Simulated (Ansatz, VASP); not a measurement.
PtSe2 in VASP and in Ansatz

```
Pt Se
1.0
     3.48864    0.00000    0.00000
    -1.74432    3.02125    0.00000
     0.00000    0.00000    4.82192
Pt Se
1 2
Direct
  0.00000 0.00000 0.00000
  0.33333 0.66667 0.26552
  0.66667 0.33333 0.73448
```

Change from the starting cell: normal strain along x -0.0750, normal strain along y -0.0750.

Alike in both runs: task single point; functional PBE; dispersion D3(BJ); k mesh 12 × 12 × 8; occupations gaussian, width 0.15 eV; no spin polarisation.

|  | VASP | Ansatz |
| --- | --- | --- |
| version | VASP 6.6.1 | Ansatz 0.2.0 |
| potentials or method | VASP PAW PBE potentials, release 64 (Pt, Se) | scalar-relativistic, plane waves, PAW |
| plane-wave cutoff (eV) | 520 | 420 |
| valence electrons in the cell | 22 | 50 |

|  | VASP | Ansatz | Ansatz less VASP |
| --- | --- | --- | --- |
| gap on the k mesh at the Fermi level (eV) | none | none | - |
| pressure (GPa) | 33.2 | 33.0 | -0.19 |
| largest component of the traceless stress (GPa) | 10.13 | 10.09 | -0.043 |
| rms of the force components (eV/Å) | 1.040 | 1.029 | -0.0112 |

Atom by atom the forces differ by 0.011 eV/Å (rms over components). A gap of «none» marks a metal or a gap that the smearing closes. The two sets of potentials don't hold the same shells in valence.

Caveats: so large a pressure means that the cell lies far from this level's equilibrium, or that cutoff or potentials fall short (VASP); pairwise dispersion overbinds metals, which lowers pressure and volume; forces of over 1 eV/Å show positions far from the minimum, so gaps and moduli don't describe the material at rest. Spin-orbit coupling is left out, which matters for the levels of Pt.
